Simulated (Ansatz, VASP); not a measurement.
# One calculation of ZrC, two programs

```
Zr C
1.0
     0.00000    2.35556    2.35556
     2.35556    0.00000    2.35556
     2.35556    2.35556    0.00000
Zr C
1 1
Direct
  0.50000 0.50000 0.50000
  0.00000 0.00000 0.00000
```

Alike in both runs: task single point; functional HSE06; k mesh 6 × 6 × 6; occupations fermi-dirac, width 0.02 eV; no spin polarisation.

|  | VASP | Ansatz |
| --- | --- | --- |
| version | VASP 6.6.1 | Ansatz 0.2.0 |
| potentials or method | VASP PAW PBE potentials, release 64 (Zr_sv, C) | plane waves, PAW |
| plane-wave cutoff (eV) | 520 | 420 |
| valence electrons in the cell | 16 | 16 |

|  | VASP | Ansatz | Ansatz less VASP |
| --- | --- | --- | --- |
| pressure (GPa) | -3.0 | -3.2 | -0.22 |

Ansatz warned: «filled_band_counts_differ_across_k_points».

Caveats: the k mesh is coarse (spacing up to 0.39 Å⁻¹), so the values aren't converged, least of all with exact exchange; the PAW data sets were made with another functional, which shifts forces and pressure a little (VASP).
